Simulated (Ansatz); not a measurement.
Input of an Ansatz 0.2.0 run:

input.yaml

```yaml
crystal:
  lattice:
    - [4.13078, 0.0, 0.0]
    - [0.0, 4.13078, 0.0]
    - [0.0, 0.0, 4.13078]
  atoms:
    - { symbol: Si, position: [0.0, 0.0, 0.5] }
    - { symbol: Si, position: [0.5, 0.0, 0.0] }
    - { symbol: Si, position: [0.0, 0.5, 0.0] }
    - { symbol: "N", position: [0.23952, 0.23952, 0.76048] }
    - { symbol: "N", position: [0.76048, 0.76048, 0.76048] }
    - { symbol: "N", position: [0.23952, 0.76048, 0.23952] }
    - { symbol: "N", position: [0.76048, 0.23952, 0.23952] }
hamiltonian:
  xc: blyp
  pseudopotentials: { kind: paw }
  dispersion: d3bj
kpoints:
  mp_grid: { grid: [7, 7, 7] }
scf:
  occupations: { method: fermi_dirac, width: 0.05 }
output:
  forces: true
  stress: true
  eigenvalues: true
  write_density: true
  write_potential: true
  elf: true
  volumetric_format: npy
relax:
  f_tol: 0.01
  max_steps: 40
  cell: { stress_tol: 0.05 }
```

Potentials or basis: Ansatz PAW.

Launch:

```console
$ ansatz run input.yaml --threads 4 --pin off --max-ram 11264MiB --backend cpu --events-out ev --progress --plain --runs-dir out
```

**Question.** Estimate the relaxed volume.

**Answer.** 9.83 Å³/atom.

**Question.** Estimate the space group after relaxing (to 0.05 Å).

**Answer.** P-43m (No. 215).

Step by step:
| step | energy change (eV) | largest force (eV/Å) | volume (Å³) |
| --- | --- | --- | --- |
| 1 | 0.0000 | 0.1274 | 70.48 |
| 2 | -0.0238 | 0.1584 | 69.51 |
| 3 | -0.0323 | 0.0412 | 68.86 |
| 4 | -0.0325 | 0.0050 | 68.86 |
| 5 | -0.0271 | 0.0044 | 68.86 |
| 6 | -0.0272 | 0.0000 | 68.83 |
| 7 | -0.0270 | 0.0001 | 68.83 |

Caveat: odd divisions of the mesh miss points on the zone boundary, where band edges often lie, so the gap on the mesh can be too wide; the plane-wave basis is chosen anew once the cell has moved, so the energies of steps on either side of that aren't comparable; the pressure holds a Pulay correction of +0.6 GPa for the finite cutoff; the PAW data sets come from PBE, with cores solved anew for the run's functional, which leaves a small shift of forces and pressure.
